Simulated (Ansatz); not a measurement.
# AlAs: the cost of one run

Program: Ansatz 0.2.0. Level of theory: DFT PBE, scalar-relativistic, plane waves, PAW. These are calculated values, not measurements.

4 further runs of the same task are left out: 1 that didn't finish, 3 set aside as unsound or not needed.

### Step 1. The starting structure

It takes space group F-43m (No. 216, cubic). The conventional cell has a = 5.728 Å, b = 5.728 Å, c = 5.728 Å, α = 90.00°, β = 90.00°, γ = 90.00°. Al (site symmetry -43m) is surrounded by 4 As at 2.48 Å. As (site symmetry -43m) has 4 Al at 2.48 Å as nearest neighbours.

As a file:

```xyz
2
Lattice="0.0000 2.8642 2.8642 2.8642 0.0000 2.8642 2.8642 2.8642 0.0000" Properties=species:S:1:pos:R:3 pbc="T T T"
Al    0.0000    0.0000    0.0000
As    4.2963    4.2963    4.2963
```

This cell was relaxed beforehand with the same method: volume 23.50 Å³/atom, gap on the mesh 1.50 eV.

### Step 2. The cell under 5 GPa

At a set pressure the run lowers the enthalpy E + PV, so the energy alone may rise along the way.

The input, input.yaml:

```yaml
crystal:
  lattice:
    - [0.0, 2.8641712235, 2.8641712235]
    - [2.8641712235, 0.0, 2.8641712235]
    - [2.8641712235, 2.8641712235, 0.0]
  atoms:
    - { symbol: Al, position: [0.0, 0.0, 0.0] }
    - { symbol: As, position: [0.75, 0.75, 0.75] }
basis:
  ecutwfc: 420
kpoints:
  mp_grid: { grid: [8, 8, 8] }
hamiltonian:
  xc: pbe
scf:
  occupations: { method: fixed }
output:
  forces: true
  stress: true
  eigenvalues: true
  write_density: true
  write_potential: true
  elf: true
  volumetric_format: npy
relax:
  adjacent_minimum: "off"
  f_tol: 0.001
  max_steps: 60
  cell: { stress_tol: 0.02, p_target: 5.0 }
```

Run with:

```sh
> ansatz run input.yaml --threads 1 --pin off --max-ram 3072MiB --backend cpu --events-out ev --progress --plain --runs-dir out
```

Q: Estimate wall time and peak memory on 1 thread of Arm Neoverse V1, shared host.

About 10 s, with a peak of 0.31 GiB.
